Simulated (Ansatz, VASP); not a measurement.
One calculation of HfO2, two programs

```
Hf O
1.0
     0.00000    2.54881    2.54881
     2.54881    0.00000    2.54881
     2.54881    2.54881    0.00000
Hf O
1 2
Cartesian
  0.0000 0.0000 0.0000
  1.1683 1.1683 0.9744
  3.8232 3.8232 3.8232
```

Alike in both runs: task single point; functional PBE; k mesh 8 × 8 × 8; occupations gaussian, width 0.05 eV; no spin polarisation.

|  | VASP | Ansatz |
| --- | --- | --- |
| version | VASP 6.6.1 | Ansatz 0.2.0 |
| potentials or method | VASP PAW PBE potentials, release 64 (Hf_pv, O) | scalar-relativistic, plane waves, PAW |
| plane-wave cutoff (eV) | 520 | 420 |
| valence electrons in the cell | 22 | 38 |

|  | VASP | Ansatz | Ansatz less VASP |
| --- | --- | --- | --- |
| gap on the k mesh at the Fermi level (eV) | 3.65 | 3.64 | -0.003 |
| least direct gap on the mesh (eV) | 3.65 | 3.64 | -0.003 |
| pressure (GPa) | 7.2 | 10.6 | +3.40 |
| largest component of the traceless stress (GPa) | 11.84 | 12.58 | +0.744 |
| rms of the force components (eV/Å) | 2.050 | 2.071 | +0.0211 |

Atom by atom the forces differ by 0.023 eV/Å (rms over components). The functional is the same, so the differences come from potentials, cutoffs and numerics. The two sets of potentials don't hold the same shells in valence.

Caveats: spin-orbit coupling is left out, which moves the levels of the heavy elements; forces of over 1 eV/Å show positions far from the minimum, so gaps and moduli don't describe the material at rest. A k mesh can miss the band edges.
